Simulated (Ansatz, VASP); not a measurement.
Given: the input of a run of VASP 6.6.1 on Ge (Germanium). 

Contents of INCAR:

```
SYSTEM = Ge
  ALGO = Fast
  EDIFF = 1E-6
  EDIFFG = -0.01
  ENCUT = 600
  GGA = RE
  IBRION = 2
  ISIF = 3
  ISMEAR = -1
  IVDW = 12
  LASPH = .True.
  LCHARG = .False.
  LREAL = .False.
  LWAVE = .False.
  NELM = 80
  NSW = 40
  PREC = Accurate
  SIGMA = 0.05
```

File KPOINTS:

```
k-points
0
Gamma
  8 8 8
  0 0 0
```

Contents of POSCAR:

```
Ge
1.0
    0.0000000000      2.8289100000      2.8289100000
    2.8289100000      0.0000000000      2.8289100000
    2.8289100000      2.8289100000      0.0000000000
Ge
2
Direct
    0.7500000000      0.7500000000      0.7500000000
    0.5000000000      0.5000000000      0.5000000000
```

Potentials or basis: VASP PAW PBE potentials, release 64 (Ge_d).

Launch:

```bash
$ cat potpaw_PBE.64/Ge_d/POTCAR > POTCAR
$ mpirun -np 1 vasp_std > vasp.out
```

Problem. Set up the same calculation for Ansatz 0.2.0. Potentials or basis there: Ansatz PAW, cutoff 420 eV.

Solution. As run (cutoffs and basis follow the program's own potentials, and thresholds, step limits or extra output files can differ):

Contents of input.yaml:

```yaml
crystal:
  lattice:
    - [0.0, 2.82891, 2.82891]
    - [2.82891, 0.0, 2.82891]
    - [2.82891, 2.82891, 0.0]
  atoms:
    - { symbol: Ge, position: [0.75, 0.75, 0.75] }
    - { symbol: Ge, position: [0.5, 0.5, 0.5] }
hamiltonian:
  xc: revpbe
  pseudopotentials: { kind: paw }
  dispersion: d3bj
kpoints:
  mp_grid: { grid: [8, 8, 8] }
scf:
  occupations: { method: fermi_dirac, width: 0.05 }
output:
  forces: true
  stress: true
relax:
  f_tol: 0.01
  max_steps: 40
  cell: { stress_tol: 0.05 }
```

Potentials or basis: Ansatz PAW.

Launch:

```bash
$ ansatz run input.yaml --threads 2 --pin off --max-ram 5632MiB --backend cpu --events-out ev --progress --plain --runs-dir out
```

Both were run:

|  | VASP | Ansatz |
| --- | --- | --- |
| Relaxed volume | 22.88 Å³/atom | 22.90 Å³/atom |
| Relaxed cell | a = 4.015 Å, b = 4.015 Å, c = 4.015 Å, α = 60.00°, β = 60.00°, γ = 60.00° | a = 4.016 Å, b = 4.016 Å, c = 4.016 Å, α = 60.00°, β = 60.00°, γ = 60.00° |
| Space group after relaxing | Fd-3m (No. 227) | Fd-3m (No. 227) |
| Pressure after relaxing | 0.0 GPa | 0.0 GPa |

Ansatz's pressure holds a Pulay term of +0.03 GPa for its cutoff of 420 eV, which the other run lacks.

VASP's potentials were made for PBE. Ansatz's potentials were made for PBE.

Where Ansatz's input types no cutoff or centring, it takes its own default and a Γ-centred mesh.

Pressure is positive in compression.
